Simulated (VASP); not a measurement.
# Ca (Immm) in VASP: notebook

The runs below take Ca through single point, with PBE.

Program: VASP 6.6.1. These are calculated values, not measurements. Logs are shortened: lines on timing, memory, paths and dates and some standing lists are left out, and cuts for length are marked.

## 1. The crystal as given

It takes space group Immm (No. 71, orthorhombic). Conventional cell: a = 4.193 Å, b = 4.203 Å, c = 4.891 Å, α = 90.00°, β = 90.00°, γ = 90.00°. Ca (site symmetry mmm) has 12 Ca at 3.85 to 4.20 Å as nearest neighbours.

This isn't the form of Ca at room conditions, which is fcc.

## 2. Single point, PBE

File INCAR:

```
PREC     = Accurate       # precision mode
ENCUT    = 250            # plane-wave cutoff, eV
EDIFF    = 1E-6           # SCF threshold, eV
ISMEAR   = 1              # smearing method
SIGMA    = 0.1            # smearing width, eV
LREAL    = False          # projectors in reciprocal space
LASPH    = True           # aspherical terms in the spheres
NELM     = 100            # most SCF steps
ALGO     = Normal         # electronic algorithm
ISIF     = 2              # what is computed and relaxed
LWAVE    = False          # write WAVECAR
LCHARG   = False          # write CHGCAR
GGA      = PE             # functional
ADDGRID  = False
```

File KPOINTS:

```
Automatic mesh
0
Gamma
  12 12 12
```

File POSCAR:

```
Ca
1.0
   -2.1296130000      2.1366080000      2.5183870000
    2.0452440000     -2.1127450000      2.4255450000
    2.0940060000      2.0772270000     -2.4978770000
Ca
1
Direct
    0.5036690000      0.4760610000     -0.0172770000
```

Potentials or basis: VASP PAW PBE potentials, release 64 (Ca_pv).

Launch:

```bash
cat potpaw_PBE.64/Ca_pv/POTCAR > POTCAR
mpirun -np 1 vasp_std > vasp.out
```

OUTCAR:

```text
PREC = Accurate
   ENCUT = 250
   EDIFF = 1E-6
   ISMEAR = 1
   LREAL = False
   LASPH = True
   NELM = 100
   ISIF = 2
   GGA = PE

 Found    868 irreducible k-points:

 Following reciprocal coordinates:
            Coordinates               Weight
  0.000000  0.000000  0.000000      1.000000
  0.083333  0.000000  0.000000      2.000000
  0.166667 -0.000000  0.000000      2.000000
  0.250000 -0.000000  0.000000      2.000000
  0.333333 -0.000000  0.000000      2.000000
  0.416667  0.000000  0.000000      2.000000
   k-points           NKPTS =    868   k-points in BZ     NKDIM =    868   number of bands    NBANDS=      8
   number of dos      NEDOS =    301   number of ions     NIONS =      1
   total plane-waves  NPLWV =   8000
   dimension x,y,z NGX =    20 NGY =   20 NGZ =   20
   dimension x,y,z NGXF=    40 NGYF=   40 NGZF=   40
   ions per type =               1
   NGX,Y,Z   is equivalent  to a cutoff of   8.46,  8.72,  8.60 a.u.
   NGXF,Y,Z  is equivalent  to a cutoff of  16.92, 17.45, 17.20 a.u.
 SYSTEM =  unknown system
   PREC   = accura    normal or accurate (medium, high low for compatibility)
   ISTART =      0    job   : 0-new  1-cont  2-samecut
   ICHARG =      2    charge: 1-file 2-atom 10-const
   ISPIN  =      1    spin polarized calculation?
   LNONCOLLINEAR =      F non collinear calculations
   LSORBIT =      F    spin-orbit coupling
   LASPH  =      T    aspherical Exc in radial PAW
   ENCUT  =  250.0 eV  18.37 Ry    4.29 a.u.   5.07  4.91  4.98*2*pi/ulx,y,z
   NELM   =    100;   NELMIN=  2; NELMDL= -5     # of ELM steps
   EDIFF  = 0.1E-05   stopping-criterion for ELM
   LREAL  =      F    real-space projection
[... 7 lines left out ...]
   TEBEG  =    0.0;   TEEND  =   0.0 temperature during run
   PSTRESS=    0.0 pullay stress
   NELECT =       8.0000    total number of electrons
   NUPDOWN=      -1.0000    fix difference up-down
   EMIN   =  10.00;   EMAX   =-10.00  energy-range for DOS
   EFERMI =   0.00;   METHOD = LEGACY
   ISMEAR =     1;   SIGMA  =   0.10  broadening in eV -4-tet -1-fermi 0-gaus
   EFERMI_NEDOS =   21; number of points for ismear=-14 and -15
   IALGO  =     38    algorithm
   IMIX   =      4    mixing-type and parameters
     AMIX     =   0.40;   BMIX     =  1.00
     AMIX_MAG =   1.60;   BMIX_MAG =  1.00
  volume/ion in A,a.u.               =      43.10       290.85
  Fermi-wavevector in a.u.,A,eV,Ry     =   0.933859  1.764737 11.865531  0.872092
  Thomas-Fermi vector in A             =   2.060604
   LORBIT       =      0    0 simple, 1 ext, 2 COOP (PROOUT), +10 PAW based schemes
   GGA     = PE    functional components
   LHFCALC =     F    Hartree Fock is set to
   AEXX    =    0.0000 exact exchange contribution
   IVDW    =     0    specifies the selected vdW correction
   LEPSILON=     F    determine dielectric tensor
   LRPA    =     F    only Hartree local field effects (RPA)
 non-spin polarized calculation
 Methfessel and Paxton  Order N= 1 SIGMA  =   0.10
  energy-cutoff  :      250.00
  volume of cell :       43.10
 maximum number of plane-waves:       410
   NGX = 11   NGY =  9   NGZ =  9

 number of electron       7.9999999 magnetization

 Free energy of the ion-electron system (eV)
  ---------------------------------------------------
  ext. energy  EPLUGINS =         0.00000000
  ---------------------------------------------------
  free energy    TOTEN  =        -1.90567035 eV

  energy without entropy =       -1.90500777  energy(sigma->0) =       -1.90544949

 E-fermi :   2.1374     XC(G=0):  -7.6332

 val. band max:        2.1353710144   @ k =   0.3333   0.2500   0.0833
 cond. band min:       2.1375472966   @ k =   0.0833   0.3333   0.2500
 fundamental gap:      0.0021762822
 Fermi energy:         2.1374236426

 k-point     1 :       0.0000    0.0000    0.0000
  band No.  band energies     occupation
      1     -20.8692      2.00000
      2     -20.8632      2.00000
      3     -20.8519      2.00000
      4      -1.8716      2.00000
      5       4.2179      0.00000
      6       4.3445      0.00000
      7       4.9499      0.00000
      8       4.9791      0.00000

 k-point     2 :       0.0833    0.0000    0.0000
  band No.  band energies     occupation
      1     -20.8722      2.00000
      2     -20.8684      2.00000
      3     -20.8548      2.00000
      4      -1.7559      2.00000
      5       4.1721      0.00000
      6       4.3566      0.00000
      7       4.9359      0.00000
      8       4.9587      0.00000

 k-point     3 :       0.1667   -0.0000    0.0000
  band No.  band energies     occupation
      1     -20.8925      2.00000
      2     -20.8757      2.00000
      3     -20.8570      2.00000
      4      -1.4164      2.00000
      5       3.9480     -0.00000
      6       4.3319      0.00000
      7       4.9157      0.00000
      8       5.0601      0.00000

 k-point     4 :       0.2500   -0.0000    0.0000
  band No.  band energies     occupation
      1     -20.9245      2.00000
      2     -20.8832      2.00000
      3     -20.8579      2.00000
      4      -0.8761      2.00000
      5       3.5253     -0.00000
      6       4.2057      0.00000
      7       4.9477      0.00000
      8       5.3582      0.00000

 k-point     5 :       0.3333   -0.0000    0.0000
  band No.  band energies     occupation
      1     -20.9567      2.00000
      2     -20.8907      2.00000
      3     -20.8585      2.00000
      4      -0.1783      2.00000
      5       2.9897     -0.00000
      6       4.0501     -0.00000
      7       4.9382      0.00000
      8       5.6760      0.00000

 k-point     6 :       0.4167    0.0000    0.0000
  band No.  band energies     occupation
      1     -20.9802      2.00000
      2     -20.8961      2.00000
      3     -20.8588      2.00000
      4       0.5963      2.00000
      5       2.3803     -0.00317
      6       3.9344     -0.00000
      7       4.8852      0.00000
      8       5.7988      0.00000

 [... further k-points ...]
[... 5 lines left out ...]
  --------------------------------------------------------------------------------------
  -------------------------------------------------------------------------------------
  Total       -0.1310160     -0.1628626     -0.0399684      0.0422442     -0.0300531      0.0980833
  in kB       -4.8703913     -6.0542579     -1.4857876      1.5703853     -1.1171963      3.6461499
  external PRESSURE =      -4.1368123 kB  Pullay stress =       0.0000000 kB

 VOLUME and BASIS-vectors are now :
 -----------------------------------------------------------------------------
  energy-cutoff  :      250.00
  volume of cell :       43.10
      direct lattice vectors                 reciprocal lattice vectors
    -2.129613000  2.136608000  2.518387000     0.005544617  0.236380961  0.201221828
     2.045244000 -2.112745000  2.425545000     0.245206417  0.001067158  0.206447491
     2.094006000  2.077227000 -2.497877000     0.243696023  0.239358134  0.003003396

 POSITION                                       TOTAL-FORCE (eV/Angst)
 -----------------------------------------------------------------------------------
      1.95887      2.11169     -0.03158        -0.000000      0.000000     -0.000000
 -----------------------------------------------------------------------------------
    total drift:                               -0.000026      0.000020     -0.000002

  FREE ENERGIE OF THE ION-ELECTRON SYSTEM (eV)
  ---------------------------------------------------
  free  energy   TOTEN  =        -1.9056703538 eV

  energy  without entropy=       -1.9050077651  energy(sigma->0) =       -1.90544949
```

Run time: 41 s. Hardware: 1 thread of Intel Xeon Platinum 8488C (Sapphire Rapids), shared host; peak memory 0.22 GiB.

These settings aren't checked as converged: the numbers below hold their error.

What came out:

```
Free energy            : -1.9057 eV
Pressure               : -0.4 GPa
Band gap on the k mesh : none (metal or under the smearing width)
```

## 3. Single point, PBE

This run uses another cell than the first one, of the same volume but with other edges.

INCAR, as its differences from that of step 2:

```diff
@@ -1,3 +1,3 @@
 PREC     = Accurate       # precision mode
-ENCUT    = 250            # plane-wave cutoff, eV
+ENCUT    = 400            # plane-wave cutoff, eV
 EDIFF    = 1E-6           # SCF threshold, eV
```

File KPOINTS:

```
Automatic mesh
0
Gamma
  10 10 10
```

File POSCAR:

```
Ca
1.0
   -2.0964874600      2.1017318100      2.4453524600
    2.0964874600     -2.1017318100      2.4453524600
    2.0964874600      2.1017318100     -2.4453524600
Ca
1
Direct
    0.5000000000      0.5000000000      0.0000000000
```

Potentials or basis: VASP PAW PBE potentials, release 64 (Ca_pv).

Launch:

```bash
cat potpaw_PBE.64/Ca_pv/POTCAR > POTCAR
mpirun -np 1 vasp_std > vasp.out
```

OUTCAR:

```text
PREC = Accurate
   ENCUT = 400
   EDIFF = 1E-6
   ISMEAR = 1
   LREAL = False
   LASPH = True
   NELM = 100
   ISIF = 2
   GGA = PE

 Found    171 irreducible k-points:

 Following reciprocal coordinates:
            Coordinates               Weight
  0.000000  0.000000  0.000000      1.000000
  0.100000  0.000000  0.000000      4.000000
  0.200000  0.000000  0.000000      4.000000
  0.300000 -0.000000  0.000000      4.000000
  0.400000 -0.000000  0.000000      4.000000
  0.500000 -0.000000  0.000000      2.000000
   k-points           NKPTS =    171   k-points in BZ     NKDIM =    171   number of bands    NBANDS=      8
   number of dos      NEDOS =    301   number of ions     NIONS =      1
   total plane-waves  NPLWV =  21952
   dimension x,y,z NGX =    28 NGY =   28 NGZ =   28
   dimension x,y,z NGXF=    56 NGYF=   56 NGZF=   56
   ions per type =               1
   NGX,Y,Z   is equivalent  to a cutoff of  12.10, 12.10, 12.10 a.u.
   NGXF,Y,Z  is equivalent  to a cutoff of  24.21, 24.21, 24.21 a.u.
 SYSTEM =  unknown system
   PREC   = accura    normal or accurate (medium, high low for compatibility)
   ISTART =      0    job   : 0-new  1-cont  2-samecut
   ICHARG =      2    charge: 1-file 2-atom 10-const
   ISPIN  =      1    spin polarized calculation?
   LNONCOLLINEAR =      F non collinear calculations
   LSORBIT =      F    spin-orbit coupling
   LASPH  =      T    aspherical Exc in radial PAW
   ENCUT  =  400.0 eV  29.40 Ry    5.42 a.u.   6.27  6.27  6.27*2*pi/ulx,y,z
   NELM   =    100;   NELMIN=  2; NELMDL= -5     # of ELM steps
   EDIFF  = 0.1E-05   stopping-criterion for ELM
   LREAL  =      F    real-space projection
[... 7 lines left out ...]
   TEBEG  =    0.0;   TEEND  =   0.0 temperature during run
   PSTRESS=    0.0 pullay stress
   NELECT =       8.0000    total number of electrons
   NUPDOWN=      -1.0000    fix difference up-down
   EMIN   =  10.00;   EMAX   =-10.00  energy-range for DOS
   EFERMI =   0.00;   METHOD = LEGACY
   ISMEAR =     1;   SIGMA  =   0.10  broadening in eV -4-tet -1-fermi 0-gaus
   EFERMI_NEDOS =   21; number of points for ismear=-14 and -15
   IALGO  =     38    algorithm
   IMIX   =      4    mixing-type and parameters
     AMIX     =   0.40;   BMIX     =  1.00
     AMIX_MAG =   1.60;   BMIX_MAG =  1.00
  volume/ion in A,a.u.               =      43.10       290.85
  Fermi-wavevector in a.u.,A,eV,Ry     =   0.933859  1.764737 11.865532  0.872092
  Thomas-Fermi vector in A             =   2.060604
   LORBIT       =      0    0 simple, 1 ext, 2 COOP (PROOUT), +10 PAW based schemes
   GGA     = PE    functional components
   LHFCALC =     F    Hartree Fock is set to
   AEXX    =    0.0000 exact exchange contribution
   IVDW    =     0    specifies the selected vdW correction
   LEPSILON=     F    determine dielectric tensor
   LRPA    =     F    only Hartree local field effects (RPA)
 non-spin polarized calculation
 Methfessel and Paxton  Order N= 1 SIGMA  =   0.10
  energy-cutoff  :      400.00
  volume of cell :       43.10
 maximum number of plane-waves:       800
 NGX is ok and might be reduce to    28

 number of electron       8.0000002 magnetization

 Free energy of the ion-electron system (eV)
  ---------------------------------------------------
  ext. energy  EPLUGINS =         0.00000000
  ---------------------------------------------------
  free energy    TOTEN  =        -1.91010698 eV

  energy without entropy =       -1.90983533  energy(sigma->0) =       -1.91001643

 E-fermi :   2.1413     XC(G=0):  -7.6340

 val. band max:        2.1407321595   @ k =   0.5000  -0.2000   0.1000
 cond. band min:       2.1416009311   @ k =   0.5000   0.5000   0.4000
 fundamental gap:      0.0008687716
 Fermi energy:         2.1412973215

 k-point     1 :       0.0000    0.0000    0.0000
  band No.  band energies     occupation
      1     -20.8661      2.00000
      2     -20.8658      2.00000
      3     -20.8565      2.00000
      4      -1.8720      2.00000
      5       4.2937      0.00000
      6       4.3071      0.00000
      7       4.8906      0.00000
      8       5.0098      0.00000

 k-point     2 :       0.1000    0.0000    0.0000
  band No.  band energies     occupation
      1     -20.8756      2.00000
      2     -20.8694      2.00000
      3     -20.8594      2.00000
      4      -1.7022      2.00000
      5       4.2153      0.00000
      6       4.3355      0.00000
      7       4.8939      0.00000
      8       4.9581      0.00000
[... 23 lines left out ...]
 k-point     5 :       0.4000   -0.0000    0.0000
  band No.  band energies     occupation
      1     -20.9801      2.00000
      2     -20.8976      2.00000
      3     -20.8620      2.00000
      4       0.4862      2.00000
      5       2.5602     -0.00000
      6       3.8845     -0.00000
      7       4.9442      0.00000
      8       5.7737      0.00000

 k-point     6 :       0.5000   -0.0000    0.0000
  band No.  band energies     occupation
      1     -20.9923      2.00000
      2     -20.9009      2.00000
      3     -20.8622      2.00000
      4       1.1791      2.00000
      5       1.9793      2.04425
      6       3.8203     -0.00000
      7       4.9004      0.00000
      8       5.8484      0.00000

 [... further k-points ...]
[... 5 lines left out ...]
  --------------------------------------------------------------------------------------
  -------------------------------------------------------------------------------------
  Total       -0.1092617     -0.1178193     -0.0878795      0.0000000      0.0000000      0.0000000
  in kB       -4.0616967     -4.3798167     -3.2668341      0.0000000      0.0000000      0.0000000
  external PRESSURE =      -3.9027825 kB  Pullay stress =       0.0000000 kB

 VOLUME and BASIS-vectors are now :
 -----------------------------------------------------------------------------
  energy-cutoff  :      400.00
  volume of cell :       43.10
      direct lattice vectors                 reciprocal lattice vectors
    -2.096487460  2.101731810  2.445352460     0.000000000  0.237899050  0.204469502
     2.096487460 -2.101731810  2.445352460     0.238494153  0.000000000  0.204469502
     2.096487460  2.101731810 -2.445352460     0.238494153  0.237899050  0.000000000

 POSITION                                       TOTAL-FORCE (eV/Angst)
 -----------------------------------------------------------------------------------
      0.00000      0.00000      2.44535        -0.000000      0.000000      0.000000
 -----------------------------------------------------------------------------------
    total drift:                                0.000000     -0.000000      0.000000

  FREE ENERGIE OF THE ION-ELECTRON SYSTEM (eV)
  ---------------------------------------------------
  free  energy   TOTEN  =        -1.9101069822 eV

  energy  without entropy=       -1.9098353266  energy(sigma->0) =       -1.91001643
```

OSZICAR:

```text
N       E                     dE             d eps       ncg     rms          rms(c)
DAV:   1     0.162096879771E+02    0.16210E+02   -0.36260E+03  2736   0.111E+03
DAV:   2    -0.111417805390E+01   -0.17324E+02   -0.17308E+02  2856   0.117E+02
DAV:   3    -0.189199626882E+01   -0.77782E+00   -0.77738E+00  4280   0.327E+01
DAV:   4    -0.190024595989E+01   -0.82497E-02   -0.82455E-02  3696   0.270E+00
DAV:   5    -0.190032306998E+01   -0.77110E-04   -0.77110E-04  4464   0.250E-01    0.738E-01
DAV:   6    -0.190577097680E+01   -0.54479E-02   -0.71974E-03  3184   0.172E+00    0.427E-01
DAV:   7    -0.191009837519E+01   -0.43274E-02   -0.84094E-03  3168   0.182E+00    0.512E-02
DAV:   8    -0.191009632357E+01    0.20516E-05   -0.40951E-04  3496   0.362E-01    0.868E-03
DAV:   9    -0.191010349592E+01   -0.71723E-05   -0.13353E-05  4656   0.355E-02    0.672E-03
DAV:  10    -0.191010627237E+01   -0.27765E-05   -0.17411E-06  3480   0.270E-02    0.202E-03
DAV:  11    -0.191010698221E+01   -0.70984E-06   -0.55022E-08  1696   0.352E-03
   1 F= -.19101070E+01 E0= -.19100164E+01  d E =-.271656E-03
```

stdout:

```text
POSCAR found type information on POSCAR Ca
 POSCAR found :  1 types and       1 ions
 scaLAPACK will be used
 LDA part: xc-table for (Slater+PW92), standard interpolation
 POSCAR, INCAR and KPOINTS ok, starting setup
 FFT: planning ... GRIDC
 FFT: planning ... GRID_SOFT
 FFT: planning ... GRID
 WAVECAR not read
 entering main loop
```

Wall time 21 s (1 thread of Intel Xeon Platinum 8488C (Sapphire Rapids), shared host); peak memory 0.18 GiB.

The run converged, but some of its settings lie outside the range that counts as converged, so its numbers aren't taken as properties of the crystal.

Results:

- Free energy: -1.9101 eV
- Pressure: -0.4 GPa
- Band gap on the k mesh: none (metal or under the smearing width)

## 4. Single point, PBE

INCAR is that of step 3.

KPOINTS is that of step 3.

File POSCAR:

```
Ca
1.0
   -2.1296130000      2.1366080000      2.5183870000
    2.0452440000     -2.1127450000      2.4255450000
    2.0940060000      2.0772270000     -2.4978770000
Ca
1
Direct
    0.5036690000      0.4760610000     -0.0172770000
```

Launch:

```bash
cat potpaw_PBE.64/Ca_pv/POTCAR > POTCAR
mpirun -np 1 vasp_std > vasp.out
```

Run time: 59 s. Hardware: 1 thread of Intel Xeon Platinum 8488C (Sapphire Rapids), shared host; peak memory 0.26 GiB.

The run converged, but some of its settings lie outside the range that counts as converged, so its numbers aren't taken as properties of the crystal.

Results:

* Free energy: -1.9072 eV
* Pressure: -0.4 GPa
* Band gap on the k mesh: none (metal or under the smearing width)
